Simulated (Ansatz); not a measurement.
The system is Sn.

```xyz
1
Lattice="-1.8947 1.8947 1.8947 1.8947 -1.8947 1.8947 1.8947 1.8947 -1.8947" Properties=species:S:1:pos:R:3 pbc="T T T"
Sn    0.0000    0.0000    0.0000
```

This isn't the form of Sn at room conditions, which is tetragonal (white tin).

```yaml
Program: Ansatz 0.2.0
Task: relaxation of cell and atoms
Functional: PBE
Dispersion: D4
Potentials_or_basis: Ansatz PAW
Cutoff: "420 eV (not typed: the program's choice for these potentials)"
k_mesh: 10 × 10 × 10
Occupations: fermi-dirac, width 0.05 eV
Spin: no spin polarisation
```

At the start: volume 27.20 Å³/atom.

**Question.** How do energy, volume and symmetry change on relaxing?

**Answer.** It ends after 3 steps and the volume is 26.23 Å³/atom (-3.6 %); space group Im-3m (No. 229, to 0.05 Å).

The path:
```csv
step,energy change (eV),largest force (eV/Å),volume (Å³)
1,0.0000,0.0000,27.20
2,-0.0055,0.0000,26.23
3,-0.0053,0.0000,26.23
```

Final structure:
```xyz
1
Lattice="-1.8718 1.8718 1.8718 1.8718 -1.8718 1.8718 1.8718 1.8718 -1.8718" Properties=species:S:1:pos:R:3 pbc="T T T"
Sn    0.0000    0.0000    0.0000
```

Caveat: the plane-wave basis is chosen anew once the cell has moved, so the energies of steps on either side of that aren't comparable; pairwise dispersion overbinds metals, which lowers pressure and volume.
